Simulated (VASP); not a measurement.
# Lu (P6_3/mmc) in VASP: a series of runs

Runs on Lu. Level: PBE. Tasks: relaxation of shape and atoms at fixed volume.

All numbers are computed with VASP 6.6.1; they aren't measurements. Logs are shortened: lines on timing, memory, paths and dates and some standing lists are left out, and cuts for length are marked.

### Step 1. Starting point

The structure is hexagonal, space group P6_3/mmc (No. 194). The conventional cell has a = 3.512 Å, b = 3.512 Å, c = 5.416 Å, α = 90.00°, β = 90.00°, γ = 120.00°. Around Lu (site symmetry -6m2) lie 12 Lu at 3.38 to 3.51 Å.

### Step 2. Relaxation of shape and atoms at fixed volume, PBE

File INCAR:

```
ALGO = Fast ; EDIFF = 1E-7
EDIFFG = -0.01 ; ENCUT = 300
GGA = PE ; IBRION = 2
ISIF = 4 ; ISMEAR = 1
LASPH = T ; LCHARG = F
LREAL = F ; LWAVE = F
NELM = 80 ; NSW = 40
PREC = Accurate ; SIGMA = 0.1
```

File KPOINTS:

```
k-points
0
Gamma
  6 6 4
```

File POSCAR:

```
Lu                                      
1.0
    3.5123199619      0.0000000000     -0.0000000000
   -1.7561599809      3.0417583132      0.0000000000
   -0.0000000000      0.0000000000      5.4164933266
  Lu            
     2
Direct
     0.3333333332999970    0.6666666667000030    0.2500000000000000
     0.6666666667000030    0.3333333332999970    0.7500000000000000
```

Potentials or basis: VASP PAW PBE potentials, release 64 (Lu).

On the command line:

```sh
$ cat potpaw_PBE.64/Lu/POTCAR > POTCAR
$ mpirun -np 1 vasp_std > vasp.out
```

OUTCAR:

```text
EDIFF = 1E-7
   EDIFFG = -0.01
   ENCUT = 300
   GGA = PE
   IBRION = 2
   ISIF = 4
   ISMEAR = 1
   LASPH = T
   LREAL = F
   NELM = 80
   NSW = 40
   PREC = Accurate

 ion  position               nearest neighbor table
   1  0.333  0.667  0.250-   2 3.38   2 3.38   2 3.38   2 3.38   2 3.38   2 3.38
   2  0.667  0.333  0.750-   1 3.38   1 3.38   1 3.38   1 3.38   1 3.38   1 3.38

  LATTYP: Found a hexagonal cell.
 ALAT       =     3.5123199619
 C/A-ratio  =     1.5421412016

  Lattice vectors:

 A1 = (   3.5123199619,   0.0000000000,   0.0000000000)
 A2 = (  -1.7561599809,   3.0417583132,   0.0000000000)
 A3 = (   0.0000000000,   0.0000000000,   5.4164933266)

Analysis of symmetry for initial positions (statically):
=====================================================================
 Subroutine PRICEL returns:
 Original cell was already a primitive cell.

 Routine SETGRP: Setting up the symmetry group for a
 hexagonal supercell.

 Subroutine GETGRP returns: Found 24 space group operations
 (whereof 12 operations were pure point group operations)
 out of a pool of 24 trial point group operations.

The static configuration has the point symmetry D_3d.
 The point group associated with its full space group is D_6h.

Analysis of symmetry for dynamics (positions and initial velocities):
=====================================================================
 Subroutine PRICEL returns:
 Original cell was already a primitive cell.

 Routine SETGRP: Setting up the symmetry group for a
 hexagonal supercell.

 Subroutine GETGRP returns: Found 24 space group operations
 (whereof 12 operations were pure point group operations)
 out of a pool of 24 trial point group operations.

The dynamic configuration has the point symmetry D_3d.
 The point group associated with its full space group is D_6h.

 Subroutine INISYM returns: Found 24 space group operations
 (whereof 12 operations are pure point group operations),
 and found     1 'primitive' translations

----------------------------------------------------------------------------------------

                                     Primitive cell

  volume of cell :      57.8678

  direct lattice vectors                    reciprocal lattice vectors
     3.512319962  0.000000000  0.000000000     0.284712102  0.164378609  0.000000000
    -1.756159981  3.041758313  0.000000000     0.000000000  0.328757218  0.000000000
     0.000000000  0.000000000  5.416493327     0.000000000  0.000000000  0.184621293

  length of vectors
     3.512319962  3.512319962  5.416493327     0.328757218  0.328757218  0.184621293

  position of ions in fractional coordinates (direct lattice)
     0.333333333  0.666666667  0.250000000
     0.666666667  0.333333333  0.750000000

  ion indices of the primitive-cell ions
   primitive index   ion index
                 1           1
                 2           2

----------------------------------------------------------------------------------------

 KPOINTS: k-points

Automatic generation of k-mesh.
 Grid dimensions read from file:
 generate k-points for:    6    6    4

 Generating k-lattice:

  Cartesian coordinates                     Fractional coordinates (reciprocal lattice)
     0.047452017  0.027396435  0.000000000     0.166666667 -0.000000000  0.000000000
     0.000000000  0.054792870  0.000000000     0.000000000  0.166666667  0.000000000
     0.000000000  0.000000000  0.046155323     0.000000000  0.000000000  0.250000000

  Length of vectors
     0.054792870  0.054792870  0.046155323

  Shift w.r.t. Gamma in fractional coordinates (k-lattice)
     0.000000000  0.000000000  0.000000000

 Subroutine IBZKPT returns following result:
 ===========================================

 Found     21 irreducible k-points:

 Following reciprocal coordinates:
            Coordinates               Weight
  0.000000  0.000000  0.000000      1.000000
  0.166667 -0.000000  0.000000      6.000000
  0.333333 -0.000000  0.000000      6.000000
  0.500000 -0.000000  0.000000      3.000000
  0.166667  0.166667  0.000000      6.000000
  0.333333  0.166667  0.000000     12.000000
[... 13 lines left out ...]
  0.333333  0.166667  0.500000     12.000000
  0.333333  0.333333  0.500000      2.000000
   k-points           NKPTS =     21   k-points in BZ     NKDIM =     21   number of bands    NBANDS=     30
   number of dos      NEDOS =    301   number of ions     NIONS =      2
   total plane-waves  NPLWV =  12800
   dimension x,y,z NGX =    20 NGY =   20 NGZ =   32
   dimension x,y,z NGXF=    40 NGYF=   40 NGZF=   64
   ions per type =               2
   NGX,Y,Z   is equivalent  to a cutoff of   9.47,  9.47,  9.82 a.u.
   NGXF,Y,Z  is equivalent  to a cutoff of  18.93, 18.93, 19.64 a.u.
 SYSTEM =  unknown system
   PREC   = accura    normal or accurate (medium, high low for compatibility)
   ISTART =      0    job   : 0-new  1-cont  2-samecut
   ICHARG =      2    charge: 1-file 2-atom 10-const
   ISPIN  =      1    spin polarized calculation?
   LNONCOLLINEAR =      F non collinear calculations
   LSORBIT =      F    spin-orbit coupling
   LASPH  =      T    aspherical Exc in radial PAW
   ENCUT  =  300.0 eV  22.05 Ry    4.70 a.u.   4.96  4.96  7.65*2*pi/ulx,y,z
   NELM   =     80;   NELMIN=  2; NELMDL= -5     # of ELM steps
   EDIFF  = 0.1E-06   stopping-criterion for ELM
   LREAL  =      F    real-space projection
   EDIFFG = -.1E-01   stopping-criterion for IOM
   NSW    =     40    number of steps for IOM
   IBRION =      2    ionic relax: 0-MD 1-quasi-New 2-CG
   NFREE  =      1    steps in history (QN), initial steepest desc. (CG)
   ISIF   =      4    stress and relaxation
   ISYM   =      2    0-nonsym 1-usesym 2-fastsym
   POTIM  = 0.5000    time-step for ionic-motion
   TEBEG  =    0.0;   TEEND  =   0.0 temperature during run
   PSTRESS=    0.0 pullay stress
   NELECT =      50.0000    total number of electrons
   NUPDOWN=      -1.0000    fix difference up-down
   EMIN   =  10.00;   EMAX   =-10.00  energy-range for DOS
   EFERMI =   0.00;   METHOD = LEGACY
   ISMEAR =     1;   SIGMA  =   0.10  broadening in eV -4-tet -1-fermi 0-gaus
   EFERMI_NEDOS =   21; number of points for ismear=-14 and -15
   IALGO  =     68    algorithm
   IMIX   =      4    mixing-type and parameters
     AMIX     =   0.40;   BMIX     =  1.00
     AMIX_MAG =   1.60;   BMIX_MAG =  1.00
  volume/ion in A,a.u.               =      28.93       195.26
  Fermi-wavevector in a.u.,A,eV,Ry     =   1.559262  2.946578 33.079829  2.431299
  Thomas-Fermi vector in A             =   2.662646
   LORBIT       =      0    0 simple, 1 ext, 2 COOP (PROOUT), +10 PAW based schemes
   GGA     = PE    functional components
   LHFCALC =     F    Hartree Fock is set to
   AEXX    =    0.0000 exact exchange contribution
   IVDW    =     0    specifies the selected vdW correction
   LEPSILON=     F    determine dielectric tensor
   LRPA    =     F    only Hartree local field effects (RPA)
 conjugate gradient relaxation of ions
 non-spin polarized calculation
 RMM-DIIS sequential band-by-band and
 Methfessel and Paxton  Order N= 1 SIGMA  =   0.10
  energy-cutoff  :      300.00
  volume of cell :       57.87
 maximum number of plane-waves:       699
 NGX is ok and might be reduce to    20
   NGX =  9   NGY =  9   NGZ = 15

 number of electron      49.9999914 magnetization

 Free energy of the ion-electron system (eV)
  ---------------------------------------------------
  ext. energy  EPLUGINS =         0.00000000
  ---------------------------------------------------
  free energy    TOTEN  =        -9.06738446 eV

  energy without entropy =       -9.07157577  energy(sigma->0) =       -9.06878156

 E-fermi :   2.2834     XC(G=0): -10.6937

 val. band max:        2.1850462303   @ k =   0.3333   0.1667   0.2500
 cond. band min:       2.2898073139   @ k =   0.3333  -0.0000   0.0000
 fundamental gap:      0.1047610836
 Fermi energy:         2.2833583385

 k-point     1 :       0.0000    0.0000    0.0000
  band No.  band energies     occupation
      1     -53.9225      2.00000
      2     -53.8837      2.00000
      3     -24.8815      2.00000
      4     -24.4546      2.00000
      5     -24.4546      2.00000
      6     -24.3620      2.00000
[... 22 lines left out ...]
     29       5.1887      0.00000
     30      10.7733      0.00000

 k-point     2 :       0.1667   -0.0000    0.0000
  band No.  band energies     occupation
      1     -53.9163      2.00000
      2     -53.8821      2.00000
      3     -24.8365      2.00000
      4     -24.5344      2.00000
      5     -24.4825      2.00000
      6     -24.4463      2.00000
[... 22 lines left out ...]
     29       5.0408      0.00000
     30       6.0182      0.00000

 k-point     3 :       0.3333   -0.0000    0.0000
  band No.  band energies     occupation
      1     -53.9027      2.00000
      2     -53.8803      2.00000
      3     -24.7283      2.00000
      4     -24.6964      2.00000
      5     -24.6041      2.00000
      6     -24.5346      2.00000
[... 22 lines left out ...]
     29       4.3411      0.00000
     30       6.7943      0.00000

 k-point     4 :       0.5000   -0.0000    0.0000
  band No.  band energies     occupation
      1     -53.8940      2.00000
      2     -53.8812      2.00000
      3     -24.7779      2.00000
      4     -24.6787      2.00000
      5     -24.6467      2.00000
      6     -24.5593      2.00000
[... 517 lines left out ...]
     29       5.2179      0.00000
     30       5.2179      0.00000

 k-point    20 :       0.3333    0.1667    0.5000
  band No.  band energies     occupation
      1     -53.8876      2.00000
      2     -53.8876      2.00000
      3     -24.7913      2.00000
      4     -24.7913      2.00000
      5     -24.5529      2.00000
      6     -24.5529      2.00000
[... 22 lines left out ...]
     29       5.4615      0.00000
     30       5.5536      0.00000

 k-point    21 :       0.3333    0.3333    0.5000
  band No.  band energies     occupation
      1     -53.8857      2.00000
      2     -53.8857      2.00000
      3     -24.7701      2.00000
      4     -24.7701      2.00000
      5     -24.6311      2.00000
      6     -24.6311      2.00000
[... 22 lines left out ...]
     29       5.6942      0.00000
     30       5.6963      0.00000

------------------------ aborting loop because EDIFF is reached ----------------------------------------

  FORCE on cell =-STRESS in cart. coord.  units (eV):
  Direction    XX          YY          ZZ          XY          YZ          ZX
  --------------------------------------------------------------------------------------
  -------------------------------------------------------------------------------------
  Total       -0.1286684     -0.1286684     -0.1332127     -0.0000000      0.0000000     -0.0000000
  in kB       -3.5624228     -3.5624228     -3.6882410     -0.0000000      0.0000000     -0.0000000
  external PRESSURE =      -3.6043622 kB  Pullay stress =       0.0000000 kB

 VOLUME and BASIS-vectors are now :
 -----------------------------------------------------------------------------
  energy-cutoff  :      300.00
  volume of cell :       57.87
      direct lattice vectors                 reciprocal lattice vectors
     3.512319962  0.000000000  0.000000000     0.284712102  0.164378609  0.000000000
    -1.756159981  3.041758313  0.000000000     0.000000000  0.328757218  0.000000000
     0.000000000  0.000000000  5.416493327     0.000000000  0.000000000  0.184621293

 POSITION                                       TOTAL-FORCE (eV/Angst)
 -----------------------------------------------------------------------------------
     -0.00000      2.02784      1.35412         0.000000      0.000000      0.000000
      1.75616      1.01392      4.06237        -0.000000      0.000000      0.000000
 -----------------------------------------------------------------------------------
    total drift:                               -0.000000      0.000000     -0.000000

  FREE ENERGIE OF THE ION-ELECTRON SYSTEM (eV)
  ---------------------------------------------------
  free  energy   TOTEN  =        -9.0673844613 eV

  energy  without entropy=       -9.0715757651  energy(sigma->0) =       -9.06878156

 reached required accuracy - stopping structural energy minimisation
```

It took 32 s on 1 thread of Intel Xeon 6975P-C (Granite Rapids), shared host; peak memory 0.14 GiB.

What came out:

| Quantity | Value |
| --- | --- |
| Free energy | -9.0674 eV |
| Pressure after relaxing | -0.4 GPa |
| Band gap on the k mesh | none (metal or under the smearing width) |

Final structure:
```
CELL_PARAMETERS angstrom
3.51232 0.00000 0.00000
-1.75616 3.04176 0.00000
0.00000 0.00000 5.41649
ATOMIC_POSITIONS crystal
Lu 0.33333 0.66667 0.25000
Lu 0.66667 0.33333 0.75000
```

Caveat: the cutoff is under 1.25 times the usual one of these potentials, so pressure, stress and relaxed cells hold a basis-set (Pulay) error; the relaxation stopped at its first step, so nothing moved. Spin-orbit coupling is left out, which matters for the levels of Lu.

### Step 3. Relaxation of shape and atoms at fixed volume, PBE (a relaxed cell with its volume scaled by 1.02)

INCAR is that of step 2.

KPOINTS is that of step 2.

File POSCAR:

```
Lu                                      
1.0
    3.5355810369      0.0000000000     -0.0000000000
   -1.7677905184      3.0619029950      0.0000000000
   -0.0000000000      0.0000000000      5.4523651887
  Lu            
     2
Direct
     0.3333333332999970    0.6666666667000030    0.2500000000000000
     0.6666666667000030    0.3333333332999970    0.7500000000000000
```

Potentials or basis: VASP PAW PBE potentials, release 64 (Lu).

On the command line:

```sh
$ cat potpaw_PBE.64/Lu/POTCAR > POTCAR
$ mpirun -np 1 vasp_std > vasp.out
```

Wall time 36 s (1 thread of Intel Xeon 6975P-C (Granite Rapids), shared host); peak memory 0.14 GiB.

The run converged. Its results:

```
Free energy             : -9.0669 eV
Pressure after relaxing : -1.5 GPa
Band gap on the k mesh  : none (metal or under the smearing width)
```

Final structure:
```yaml
crystal:
  lattice:
    - [3.53558, 0.00000, 0.00000]
    - [-1.76779, 3.06190, 0.00000]
    - [0.00000, 0.00000, 5.45237]
  atoms:
    - { symbol: Lu, position: [0.33333, 0.66667, 0.25000] }
    - { symbol: Lu, position: [0.66667, 0.33333, 0.75000] }
```

Levels at points of the mesh, in eV from the Fermi level:
```csv
k point,band 21,band 22,band 23,band 24,band 25,band 26,band 27,band 28,band 29,band 30
"(0.00, 0.00, 0.00)",-4.92,-4.90,-4.90,-2.35,0.70,2.12,2.12,2.80,2.88,10.71
"(0.50, 0.00, 0.00)",-4.92,-4.90,-2.37,-1.40,-0.81,-0.43,1.62,1.76,2.41,6.19
"(0.00, 0.00, 0.50)",-4.90,-4.90,-4.32,-4.32,1.25,1.25,2.01,2.01,2.01,2.01
"(0.50, 0.00, 0.50)",-4.92,-4.92,-2.09,-2.09,0.09,0.09,1.34,1.34,3.26,3.26
```

Caveat: the cutoff is under 1.25 times the usual one of these potentials, so pressure, stress and relaxed cells hold a basis-set (Pulay) error; the relaxation stopped at its first step, so nothing moved. The run has no spin-orbit coupling, so splittings on Lu are missing.

(Part 1 of 2 ends here.)
